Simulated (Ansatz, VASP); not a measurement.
Two plane-wave programs on Si2W

File POSCAR:

```
Si2W
1.0
   -1.6060000000      1.6060000000      3.9400000000
    1.6060000000     -1.6060000000      3.9400000000
    1.6060000000      1.6060000000     -3.9400000000
Si W
2 1
Direct
    0.3330000000      0.3330000000      0.0000000000
    0.6670000000      0.6670000000      0.0000000000
    0.0000000000      0.0000000000      0.0000000000
```

File INCAR.step1:

```
PREC     = Accurate       # precision mode
ENCUT    = 520            # plane-wave cutoff, eV
ISMEAR   = 0              # smearing method
SIGMA    = 0.1            # smearing width, eV
LREAL    = False          # projectors in reciprocal space
LASPH    = True           # aspherical terms in the spheres
NELM     = 60             # most SCF steps
NBANDS   = 18             # bands
GGA      = PE             # functional
ALGO     = Normal         # electronic algorithm
EDIFF    = 1E-4           # SCF threshold, eV
LWAVE    = True           # write WAVECAR
LCHARG   = False          # write CHGCAR
```

INCAR.step2

```
PREC     = Accurate       # precision mode
ENCUT    = 520            # plane-wave cutoff, eV
EDIFF    = 1E-6           # SCF threshold, eV
ISMEAR   = 0              # smearing method
SIGMA    = 0.1            # smearing width, eV
LREAL    = False          # projectors in reciprocal space
LASPH    = True           # aspherical terms in the spheres
NELM     = 60             # most SCF steps
ALGO     = Normal         # electronic algorithm
ISIF     = 2              # what is computed and relaxed
LWAVE    = False          # write WAVECAR
LCHARG   = False          # write CHGCAR
METAGGA  = R2SCAN         # meta-GGA
LMIXTAU  = True         
NBANDS   = 18             # bands
ISTART   = 1
```

KPOINTS

```
Automatic mesh
0
Gamma
  8 8 8
```

Input for Ansatz:

```yaml
crystal:
  lattice:
    - [-1.606, 1.606, 3.94]
    - [1.606, -1.606, 3.94]
    - [1.606, 1.606, -3.94]
  atoms:
    - { symbol: Si, position: [0.333, 0.333, 0.0] }
    - { symbol: Si, position: [0.667, 0.667, 0.0] }
    - { symbol: W, position: [0.0, 0.0, 0.0] }
basis:
  ecutwfc: 500
kpoints:
  mp_grid: { grid: [8, 8, 8] }
hamiltonian:
  xc: r2scan
scf:
  occupations: { method: gaussian, width: 0.1 }
output:
  forces: true
  stress: true
  eigenvalues: true
```

Alike in both runs: task single point; functional r2SCAN; k mesh 8 × 8 × 8; occupations gaussian, width 0.1 eV; no spin polarisation.

|  | VASP | Ansatz |
| --- | --- | --- |
| version | VASP 6.6.1 | Ansatz 0.2.0 |
| potentials or method | VASP PAW PBE potentials, release 64 (Si, W_sv) | scalar-relativistic, plane waves, PAW |
| plane-wave cutoff (eV) | 520 | 500 |
| valence electrons in the cell | 22 | 22 |

```tsv
	VASP	Ansatz	Ansatz less VASP
gap on the k mesh at the Fermi level (eV)	none	none	-
pressure (GPa)	-2.6	-2.9	-0.25
largest component of the traceless stress (GPa)	3.46	3.29	-0.171
rms of the force components (eV/Å)	0.166	0.170	+0.0042
```

Atom by atom the forces differ by 0.004 eV/Å (rms over components). A gap of «none» marks a metal or a gap that the smearing closes. The functional is the same, so the differences come from potentials, cutoffs and numerics.

Caveats: the PAW data sets were made with another functional, which shifts forces and pressure a little (VASP). The runs have no spin-orbit coupling, so splittings on W are missing.
